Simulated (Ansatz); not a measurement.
**TiCo under changes of volume**

One of the cells (13.313 Å³/atom); the others are scaled copies at fixed shape and fractional positions:

```
Co Ti
1.0
     2.98611    0.00000    0.00000
     0.00000    2.98611    0.00000
     0.00000    0.00000    2.98611
Co Ti
1 1
Direct
  0.50000 0.50000 0.50000
  0.00000 0.00000 0.00000
```

The cell comes from a database or a generator and needn't be the stable form of this composition.

| Item | Value |
| --- | --- |
| Program | Ansatz 0.2.0 |
| Functional | PBE |
| Potentials or basis | Ansatz PAW |
| Cutoff | 420 eV (not typed: the program's choice for these potentials) |
| k mesh | 9 × 9 × 9 |
| Occupations | fermi-dirac, width 0.05 eV |
| Spin | collinear spin, ferromagnetic start |
| Starting moments | [2.0, 1.0] μB |

```csv
volume (Å³/atom),energy over the lowest point (meV/atom),pressure (GPa),moment (μB per cell)
12.515,23.97,10.8,0.70
12.781,9.64,6.6,0.75
13.047,1.85,2.9,0.79
13.313,0.00,-0.5,0.82
13.580,3.56,-3.6,0.84
13.846,12.03,-6.4,0.85
14.112,?,?,?
```

Q: What does the run at 14.112 Å³/atom give?

A: Energy over the lowest point 24.92 meV/atom; pressure -8.9 GPa; moment 0.87 μB per cell.

Worked out: A Birch-Murnaghan fit of order 3 (a polynomial in V^(-2/3)) to the other rows has its minimum at 13.27 Å³/atom with B0 = V·E''(V) = 165 GPa and B' = 3.8. It gives 24.95 meV/atom at 14.112 Å³/atom, against the run's 24.92, and -dE/dV = -9.0 GPa, against -8.9. A parabola through the other rows of the moment, of slope -0.019 μB per Å³/atom there, extrapolates to 0.85 μB, against the run's 0.87.

Energies are extrapolated to zero smearing.
